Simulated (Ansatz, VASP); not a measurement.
Two plane-wave programs on CaH

```xyz
6
Lattice="6.5147 0.0000 0.0000 -3.2573 5.6419 0.0000 0.0000 0.0000 3.3737" Properties=species:S:1:pos:R:3 pbc="T T T"
Ca    3.2573    0.0000    0.0000
Ca    1.6287    2.8209    0.0000
Ca   -1.6287    2.8209    0.0000
H     0.0000    0.0000    0.0000
H     0.0000    3.7612    1.6869
H     3.2573    1.8806    1.6869
```

Alike in both runs: functional PBE; k mesh 6 × 6 × 4; occupations gaussian, width 0.1 eV; no spin polarisation.

Ansatz relaxed the structure, and its values are those at the end. VASP's run is a single point on that final structure, the one shown.

```csv
,VASP,Ansatz
version,VASP 6.6.1,Ansatz 0.2.0
potentials or method,"VASP PAW PBE potentials, release 64 (Ca_sv, H)","scalar-relativistic, plane waves, PAW"
plane-wave cutoff (eV),520,420
valence electrons in the cell,33,33
```

|  | VASP | Ansatz | Ansatz less VASP |
| --- | --- | --- | --- |
| gap on the k mesh at the Fermi level (eV) | none | none | - |
| pressure (GPa) | 0.0 | 0.0 | -0.02 |

A gap of «none» marks a metal or a gap that the smearing closes. The functional is the same, so the differences come from potentials, cutoffs and numerics.

Caveats: the k mesh is coarse (spacing up to 0.47 Å⁻¹), so the values aren't converged.
